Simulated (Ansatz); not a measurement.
The system is Bi2Te3 (Tellurobismuthite).

```
CELL_PARAMETERS angstrom
2.19300 1.26613 10.16567
-2.19300 1.26613 10.16567
0.00000 -2.53226 10.16567
ATOMIC_POSITIONS crystal
Bi 0.60000 0.60000 0.60000
Bi 0.40000 0.40000 0.40000
Te 0.79050 0.79050 0.79050
Te 0.20950 0.20950 0.20950
Te 0.00000 0.00000 0.00000
```

Base run:

| Item | Value |
| --- | --- |
| Program | Ansatz 0.2.0 |
| Functional | LDA |
| Potentials or basis | Ansatz PAW |
| Cutoff | 420 eV (not typed: the program's choice for these potentials) |
| k mesh | 7 × 7 × 7 |
| Occupations | fermi-dirac, width 0.05 eV |
| Spin | no spin polarisation |

Its results: band gap on the k mesh 0.21 eV, direct; pressure -1.8 GPa; largest force 0.187 eV/Å.

The run is repeated on the same cell with these changes: functional from LDA to revPBE. What comes out?

Band gap on the k mesh 0.33 eV, direct; pressure 2.9 GPa; largest force 0.038 eV/Å.

revPBE binds less tightly than LDA, so the same cell stands under more pressure.

Caveats: spin-orbit coupling is left out, which as a rule narrows the gap of such compounds by several tenths of an eV; the PAW data sets come from PBE, with cores solved anew for the run's functional, which leaves a small shift of forces and pressure.
